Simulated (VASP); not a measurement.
# Li (Im-3m) in VASP: notebook

The runs below take Li through single point, relaxation of cell and atoms, with PBE.

Everything below comes from runs of VASP 6.6.1. Logs are shortened: lines on timing, memory, paths and dates and some standing lists are left out, and cuts for length are marked.

## 1. The structure

Symmetry: Im-3m, No. 229, cubic system. Conventional cell: a = 3.434 Å, b = 3.434 Å, c = 3.434 Å, α = 90.00°, β = 90.00°, γ = 90.00°. Li (site symmetry m-3m) is surrounded by 8 Li at 2.97 Å.

## 2. Single point, PBE

Input file INCAR:

```
SYSTEM = Li
ALGO     = Fast           ! electronic algorithm
EDIFF    = 1E-6           ! SCF threshold, eV
ENCUT    = 520            ! plane-wave cutoff, eV
GGA      = PE             ! functional
ISIF     = 2              ! what is computed and relaxed
ISMEAR   = 0              ! smearing method
LASPH    = .TRUE.         ! aspherical terms in the spheres
LCHARG   = .FALSE.        ! write CHGCAR
LREAL    = .FALSE.        ! projectors in reciprocal space
LWAVE    = .FALSE.        ! write WAVECAR
NBANDS   = 8              ! bands
NELM     = 100            ! most SCF steps
PREC     = Accurate       ! precision mode
SIGMA    = 0.1            ! smearing width, eV
```

Input file KPOINTS:

```
k-points
0
G
  18 18 18
  0 0 0
```

Input file POSCAR:

```
Li
1.0
   -1.7170491875      1.7170491875      1.7170491875
    1.7170491875     -1.7170491875      1.7170491875
    1.7170491875      1.7170491875     -1.7170491875
Li
1
Direct
    0.0000000000      0.0000000000      0.0000000000
```

Potentials or basis: VASP PAW PBE potentials, release 64 (Li_sv).

Launch:

```sh
> cat potpaw_PBE.64/Li_sv/POTCAR > POTCAR
> mpirun -np 1 vasp_std > vasp.out
```

OUTCAR:

```text
SYSTEM = Li
   EDIFF = 1E-6
   ENCUT = 520
   GGA = PE
   ISIF = 2
   ISMEAR = 0
   LASPH = .TRUE.
   LREAL = .FALSE.
   NELM = 100
   PREC = Accurate

 ion  position               nearest neighbor table
   1  0.000  0.000  0.000-

  LATTYP: Found a body centered cubic cell.
 ALAT       =     3.4340983750

  Lattice vectors:

 A1 = (  -1.7170491875,   1.7170491875,   1.7170491875)
 A2 = (   1.7170491875,  -1.7170491875,   1.7170491875)
 A3 = (   1.7170491875,   1.7170491875,  -1.7170491875)

Analysis of symmetry for initial positions (statically):
=====================================================================
 Subroutine PRICEL returns:
 Original cell was already a primitive cell.

 Routine SETGRP: Setting up the symmetry group for a
 body centered cubic supercell.

 Subroutine GETGRP returns: Found 48 space group operations
 (whereof 48 operations were pure point group operations)
 out of a pool of 48 trial point group operations.

The static configuration has the point symmetry O_h .

Analysis of symmetry for dynamics (positions and initial velocities):
=====================================================================
 Subroutine PRICEL returns:
 Original cell was already a primitive cell.

 Routine SETGRP: Setting up the symmetry group for a
 body centered cubic supercell.

 Subroutine GETGRP returns: Found 48 space group operations
 (whereof 48 operations were pure point group operations)
 out of a pool of 48 trial point group operations.

The dynamic configuration has the point symmetry O_h .

 Subroutine INISYM returns: Found 48 space group operations
 (whereof 48 operations are pure point group operations),
 and found     1 'primitive' translations

----------------------------------------------------------------------------------------

                                     Primitive cell

  volume of cell :      20.2492

  direct lattice vectors                    reciprocal lattice vectors
    -1.717049188  1.717049188  1.717049188     0.000000000  0.291197249  0.291197249
     1.717049188 -1.717049188  1.717049188     0.291197249  0.000000000  0.291197249
     1.717049188  1.717049188 -1.717049188     0.291197249  0.291197249  0.000000000

  length of vectors
     2.974016432  2.974016432  2.974016432     0.411815099  0.411815099  0.411815099

  position of ions in fractional coordinates (direct lattice)
     0.000000000  0.000000000  0.000000000

  ion indices of the primitive-cell ions
   primitive index   ion index
                 1           1

----------------------------------------------------------------------------------------

 KPOINTS: k-points

Automatic generation of k-mesh.
 Grid dimensions read from file:
 generate k-points for:   18   18   18

 Generating k-lattice:

  Cartesian coordinates                     Fractional coordinates (reciprocal lattice)
     0.000000000  0.016177625  0.016177625     0.055555556  0.000000000  0.000000000
     0.016177625  0.000000000  0.016177625     0.000000000  0.055555556  0.000000000
     0.016177625  0.016177625  0.000000000     0.000000000  0.000000000  0.055555556

  Length of vectors
     0.022878617  0.022878617  0.022878617

  Shift w.r.t. Gamma in fractional coordinates (k-lattice)
     0.000000000  0.000000000  0.000000000

 Subroutine IBZKPT returns following result:
 ===========================================

 Found    195 irreducible k-points:

 Following reciprocal coordinates:
            Coordinates               Weight
  0.000000  0.000000  0.000000      1.000000
  0.055556  0.000000  0.000000     12.000000
  0.111111  0.000000  0.000000     12.000000
  0.166667  0.000000  0.000000     12.000000
  0.222222  0.000000  0.000000     12.000000
  0.277778  0.000000  0.000000     12.000000
[... 16 lines left out ...]
  0.333333  0.111111 -0.000000     48.000000
  0.388889  0.111111  0.000000     48.000000
 [... further k-points ...]
   k-points           NKPTS =    195   k-points in BZ     NKDIM =    195   number of bands    NBANDS=      8
   number of dos      NEDOS =    301   number of ions     NIONS =      1
   total plane-waves  NPLWV =  13824
   dimension x,y,z NGX =    24 NGY =   24 NGZ =   24
   dimension x,y,z NGXF=    48 NGYF=   48 NGZF=   48
   ions per type =               1
   NGX,Y,Z   is equivalent  to a cutoff of  13.42, 13.42, 13.42 a.u.
   NGXF,Y,Z  is equivalent  to a cutoff of  26.83, 26.83, 26.83 a.u.
 SYSTEM =  Li
   PREC   = accura    normal or accurate (medium, high low for compatibility)
   ISTART =      0    job   : 0-new  1-cont  2-samecut
   ICHARG =      2    charge: 1-file 2-atom 10-const
   ISPIN  =      1    spin polarized calculation?
   LNONCOLLINEAR =      F non collinear calculations
   LSORBIT =      F    spin-orbit coupling
   LASPH  =      T    aspherical Exc in radial PAW
   ENCUT  =  520.0 eV  38.22 Ry    6.18 a.u.   5.53  5.53  5.53*2*pi/ulx,y,z
   NELM   =    100;   NELMIN=  2; NELMDL= -5     # of ELM steps
   EDIFF  = 0.1E-05   stopping-criterion for ELM
   LREAL  =      F    real-space projection
   EDIFFG = 0.1E-04   stopping-criterion for IOM
   NSW    =      0    number of steps for IOM
   IBRION =     -1    ionic relax: 0-MD 1-quasi-New 2-CG
   NFREE  =      0    steps in history (QN), initial steepest desc. (CG)
   ISIF   =      2    stress and relaxation
   ISYM   =      2    0-nonsym 1-usesym 2-fastsym
   POTIM  = 0.5000    time-step for ionic-motion
   TEBEG  =    0.0;   TEEND  =   0.0 temperature during run
   PSTRESS=    0.0 pullay stress
   NELECT =       3.0000    total number of electrons
   NUPDOWN=      -1.0000    fix difference up-down
   EMIN   =  10.00;   EMAX   =-10.00  energy-range for DOS
   EFERMI =   0.00;   METHOD = LEGACY
   ISMEAR =     0;   SIGMA  =   0.10  broadening in eV -4-tet -1-fermi 0-gaus
   EFERMI_NEDOS =   21; number of points for ismear=-14 and -15
   IALGO  =     68    algorithm
   IMIX   =      4    mixing-type and parameters
     AMIX     =   0.40;   BMIX     =  1.00
     AMIX_MAG =   1.60;   BMIX_MAG =  1.00
  volume/ion in A,a.u.               =      20.25       136.65
  Fermi-wavevector in a.u.,A,eV,Ry     =   0.866255  1.636985 10.209785  0.750398
  Thomas-Fermi vector in A             =   1.984618
   LORBIT       =      0    0 simple, 1 ext, 2 COOP (PROOUT), +10 PAW based schemes
   GGA     = PE    functional components
   LHFCALC =     F    Hartree Fock is set to
   AEXX    =    0.0000 exact exchange contribution
   IVDW    =     0    specifies the selected vdW correction
   LEPSILON=     F    determine dielectric tensor
   LRPA    =     F    only Hartree local field effects (RPA)
 non-spin polarized calculation
 RMM-DIIS sequential band-by-band and
 Gauss-broadening in eV      SIGMA  =   0.10
  energy-cutoff  :      520.00
  volume of cell :       20.25
 maximum number of plane-waves:       563
 NGX is ok and might be reduce to    24
   NGX = 11   NGY = 11   NGZ = 11

 number of electron       3.0000000 magnetization

 Free energy of the ion-electron system (eV)
  ---------------------------------------------------
  ext. energy  EPLUGINS =         0.00000000
  ---------------------------------------------------
  free energy    TOTEN  =        -1.90618428 eV

  energy without entropy =       -1.90365865  energy(sigma->0) =       -1.90492147

 E-fermi :   0.6340     XC(G=0):  -7.0471

 val. band max:        0.6056906233   @ k =   0.2778   0.2222   0.0000
 cond. band min:       0.6583239454   @ k =   0.3333   0.1667   0.0000
 fundamental gap:      0.0526333221
 Fermi energy:         0.6340466407

 k-point     1 :       0.0000    0.0000    0.0000
  band No.  band energies     occupation
      1     -45.9040      2.00000
      2      -2.9340      2.00000
      3      15.2431      0.00000
      4      15.2431      0.00000
      5      15.2433      0.00000
      6      20.0169      0.00000
      7      20.0169      0.00000
      8      20.0171      0.00000

 k-point     2 :       0.0556    0.0000    0.0000
  band No.  band energies     occupation
      1     -45.9034      2.00000
      2      -2.8755      2.00000
      3      14.8472      0.00000
      4      14.9381      0.00000
      5      15.1402      0.00000
      6      19.0186      0.00000
      7      19.1870      0.00000
      8      20.3340      0.00000

 k-point     3 :       0.1111    0.0000    0.0000
  band No.  band energies     occupation
      1     -45.9017      2.00000
      2      -2.7001      2.00000
      3      13.6636      0.00000
      4      14.2532      0.00000
      5      14.8438      0.00000
      6      17.9864      0.00000
      7      18.0745      0.00000
      8      19.9029      0.00000

 k-point     4 :       0.1667    0.0000    0.0000
  band No.  band energies     occupation
      1     -45.8992      2.00000
      2      -2.4079      2.00000
      3      11.9926      0.00000
      4      13.4822      0.00000
      5      14.4057      0.00000
      6      17.0750      0.00000
      7      17.5216      0.00000
      8      19.8444      0.00000

 k-point     5 :       0.2222    0.0000    0.0000
  band No.  band energies     occupation
      1     -45.8959      2.00000
      2      -1.9988      2.00000
      3      10.2063      0.00000
      4      12.7602      0.00000
      5      13.9100      0.00000
      6      16.2209      0.00000
      7      17.3613      0.00000
      8      20.0940      0.00000

 k-point     6 :       0.2778    0.0000    0.0000
  band No.  band energies     occupation
      1     -45.8925      2.00000
      2      -1.4759      2.00000
      3       8.4783      0.00000
      4      12.1403      0.00000
      5      13.4339      0.00000
      6      15.5192      0.00000
      7      17.3649      0.00000
      8      20.5847      0.00000

 k-point     7 :       0.3333    0.0000    0.0000
  band No.  band energies     occupation
      1     -45.8894      2.00000
      2      -0.8488      2.00000
      3       6.8827      0.00000
      4      11.6456      0.00000
      5      13.0286      0.00000
      6      14.9722      0.00000
      7      17.4627      0.00000
      8      21.2596      0.00000
[... 133 lines left out ...]
 k-point    20 :       0.1667    0.1111    0.0000
  band No.  band energies     occupation
      1     -45.8947      2.00000
      2      -1.8217      2.00000
      3      10.2237      0.00000
      4      11.4624      0.00000
      5      13.0911      0.00000
      6      17.3489      0.00000
      7      17.6271      0.00000
      8      20.2904      0.00000

 k-point    21 :       0.2222    0.1111    0.0000
  band No.  band energies     occupation
      1     -45.8915      2.00000
      2      -1.2968      2.00000
      3       8.5281      0.00000
      4      10.8598      0.00000
      5      12.5569      0.00000
      6      17.1655      0.00000
      7      17.6117      0.00000
      8      20.7250      0.00000

 k-point    22 :       0.2778    0.1111    0.0000
  band No.  band energies     occupation
      1     -45.8885      2.00000
      2      -0.6649      2.00000
      3       6.9449      0.00000
      4      10.3860      0.00000
      5      12.1176      0.00000
      6      16.8689      0.00000
      7      17.7893      0.00000
      8      21.2918      0.00000

 k-point    23 :       0.3333    0.1111   -0.0000
  band No.  band energies     occupation
      1     -45.8861      2.00000
      2       0.0473      2.00000
      3       5.5381      0.00000
      4      10.0437      0.00000
      5      11.7932      0.00000
      6      16.6105      0.00000
      7      18.0266      0.00000
      8      21.9499      0.00000

 k-point    24 :       0.3889    0.1111    0.0000
  band No.  band energies     occupation
      1     -45.8845      2.00000
      2       0.7469      0.11064
      3       4.4175      0.00000
      4       9.8371      0.00000
      5      11.5949      0.00000
      6      16.4430      0.00000
      7      18.2308      0.00000
      8      22.6569      0.00000

 [... further k-points ...]

------------------------ aborting loop because EDIFF is reached ----------------------------------------

  FORCE on cell =-STRESS in cart. coord.  units (eV):
  Direction    XX          YY          ZZ          XY          YZ          ZX
  --------------------------------------------------------------------------------------
  -------------------------------------------------------------------------------------
  Total       -0.0047094     -0.0047094     -0.0047094     -0.0000000     -0.0000000     -0.0000000
  in kB       -0.3726243     -0.3726243     -0.3726243     -0.0000000     -0.0000000     -0.0000000
  external PRESSURE =      -0.3726243 kB  Pullay stress =       0.0000000 kB

 VOLUME and BASIS-vectors are now :
 -----------------------------------------------------------------------------
  energy-cutoff  :      520.00
  volume of cell :       20.25
      direct lattice vectors                 reciprocal lattice vectors
    -1.717049188  1.717049188  1.717049188     0.000000000  0.291197249  0.291197249
     1.717049188 -1.717049188  1.717049188     0.291197249  0.000000000  0.291197249
     1.717049188  1.717049188 -1.717049188     0.291197249  0.291197249  0.000000000

 POSITION                                       TOTAL-FORCE (eV/Angst)
 -----------------------------------------------------------------------------------
      0.00000      0.00000      0.00000        -0.000000     -0.000000      0.000000
 -----------------------------------------------------------------------------------
    total drift:                                0.000000      0.000000     -0.000000

  FREE ENERGIE OF THE ION-ELECTRON SYSTEM (eV)
  ---------------------------------------------------
  free  energy   TOTEN  =        -1.9061842830 eV

  energy  without entropy=       -1.9036586479  energy(sigma->0) =       -1.90492147
```

It took 11 s on 1 thread of Intel Xeon 6975P-C (Granite Rapids), shared host; peak memory 0.14 GiB.

What came out:

- Free energy: -1.9062 eV
- Band gap on the k mesh: none (metal or under the smearing width)

Levels at points of the mesh, in eV from the Fermi level:
```csv
k point,band 1,band 2,band 3,band 4
"(0.00, 0.00, 0.00)",-46.54,-3.57,14.61,14.61
"(0.50, 0.00, 0.00)",-46.52,0.24,3.25,10.36
"(0.50, 0.50, 0.50)",-46.50,5.52,5.52,5.52
```

Caveat: the cutoff is under 1.25 times the usual one of these potentials, so pressure, stress and relaxed cells hold a basis-set (Pulay) error.

## 3. Relaxation of cell and atoms, PBE

This run uses another cell than the first one, of 20.34 Å³/atom, 1.005 times its volume.

Input file INCAR:

```
SYSTEM = Li
PREC = Accurate
ENCUT = 600
EDIFF = 1E-6
ISMEAR = 0
SIGMA = 0.1
LREAL = .FALSE.
LASPH = .TRUE.
NELM = 100
ALGO = Normal
ISIF = 3
LWAVE = .FALSE.
LCHARG = .FALSE.
GGA = PE
IBRION = 2
NSW = 100
EDIFFG = -0.002
```

Input file KPOINTS:

```
regular mesh
0
G
  18 18 18
  0 0 0
```

Input file POSCAR:

```
Li
1.0
   -1.7196562300      1.7196562300      1.7196562300
    1.7196562300     -1.7196562300      1.7196562300
    1.7196562300      1.7196562300     -1.7196562300
Li
1
Direct
    0.0000000000      0.0000000000      0.0000000000
```

Potentials or basis: VASP PAW PBE potentials, release 64 (Li_sv).

Launch:

```sh
> cat potpaw_PBE.64/Li_sv/POTCAR > POTCAR
> mpirun -np 1 vasp_std > vasp.out
```

It took 12 s on 1 thread of Intel Xeon 6975P-C (Granite Rapids), shared host; peak memory 0.14 GiB.

The run converged. Its results:

```
Free energy                            : -1.9060 eV
Relaxed volume                         : 20.08 Å³/atom
Relaxed cell                           : a = 2.966 Å, b = 2.966 Å, c = 2.966 Å, α = 109.47°, β = 109.47°, γ = 109.47°
Space group after relaxing (to 0.05 Å) : Im-3m (No. 229)
Energy gained by relaxing              : 0.1 meV/atom
Ionic steps                            : 3
Pressure after relaxing                : 0.0 GPa
Band gap on the k mesh                 : none (metal or under the smearing width)
```

The path:
| step | energy change (eV) | largest force (eV/Å) | pressure (GPa) | volume (Å³) |
| --- | --- | --- | --- | --- |
| 1 | 0.0000 | 0.0000 | -0.17 | 20.34 |
| 2 | -0.0001 | 0.0000 | -0.13 | 20.28 |
| 3 | -0.0001 | 0.0000 | 0.00 | 20.08 |

Final structure:
```yaml
crystal:
  lattice:
    - [-1.71236, 1.71236, 1.71236]
    - [1.71236, -1.71236, 1.71236]
    - [1.71236, 1.71236, -1.71236]
  atoms:
    - { symbol: Li, position: [0.00000, 0.00000, 0.00000] }
```

Levels at points of the mesh, in eV from the Fermi level:
| k point | band 1 | band 2 | band 3 | band 4 | band 5 |
| --- | --- | --- | --- | --- | --- |
| (0.00, 0.00, 0.00) | -46.52 | -3.58 | 14.70 | 14.70 | 14.70 |
| (0.50, 0.00, 0.00) | -46.50 | 0.24 | 3.28 | 10.42 | 11.90 |
| (0.50, 0.50, 0.50) | -46.48 | 5.55 | 5.55 | 5.55 | 7.81 |

Caveat: the cutoff is under 1.25 times the usual one of these potentials, so pressure, stress and relaxed cells hold a basis-set (Pulay) error.

[end of part 1 of 2]
